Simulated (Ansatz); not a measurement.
# What a trial cell of B2P relaxes into

Method: DFT PBE, scalar-relativistic, plane waves, PAW (Ansatz 0.2.0). Cutoff 420 eV, Γ-centred k mesh, Gaussian smearing, no spin polarisation in the final step.

B2P was placed on the sites of a reported NbAs2 cell (C2/m, No. 12), with P in place of Nb, B in place of As, at a guessed volume.

```xyz
6
Lattice="3.7739 -1.3681 0.0000 3.7739 1.3681 0.0000 -3.0866 0.0000 5.4733" Properties=species:S:1:pos:R:3 pbc="T T T"
B     2.7291    0.0000    0.5933
B     1.7322    0.0000    4.8800
B     5.0342    0.0000    2.5834
B    -0.5730    0.0000    2.8899
P     0.5815    0.0000    1.0755
P     3.8797    0.0000    4.3978
```

Cell and atoms relax at zero pressure; the relaxation can't lower the symmetry of the start. After a coarse first stage the cell is made exact in the group found at 0.06 Å.

The zero of energy is the elements' standard structures at the same level; no fitted shifts are applied.

(1) Describe the relaxed structure.

(2) What are its volume, energy, density and gap?

## Answers

(1) It keeps C2/m (No. 12), but not the shape of the type it started on. Conventional cell: a = 5.394 Å, b = 3.089 Å, c = 7.629 Å, β = 90.1°. B on Wyckoff site i (2 atoms of the primitive cell) has 1 B at 1.74 Å and 3 P at 1.93 Å; around B on Wyckoff site i (2 atoms of the primitive cell) lie 3 B at 1.81–1.90 Å and 1 P at 1.95 Å; around P lie 4 B at 1.93–1.95 Å.

```xyz
6
Lattice="2.6968 -1.5444 0.0000 2.6968 1.5444 0.0000 -0.0145 0.0000 7.6291" Properties=species:S:1:pos:R:3 pbc="T T T"
B     2.6913    0.0000    0.8680
B     2.6877    0.0000    6.7611
B     4.5229    0.0000    4.0862
B     0.8561    0.0000    3.5429
P     0.9028    0.0000    1.5978
P     4.4762    0.0000    6.0313
```

(2) The volume per atom is 10.59 Å³, the density is 2.75 g/cm³ and the energy over the elements is 0.09 eV/atom. The gap on the 14×14×6 mesh is 0 eV (a metal).

The final run used a 14×14×6 mesh on its 6-atom cell and 0.10 eV smearing. The k mesh leaves about 4 meV/atom of noise in metals. A structure relaxed within its symmetry needn't be a true minimum. The steps took roughly 3 core-minutes in all.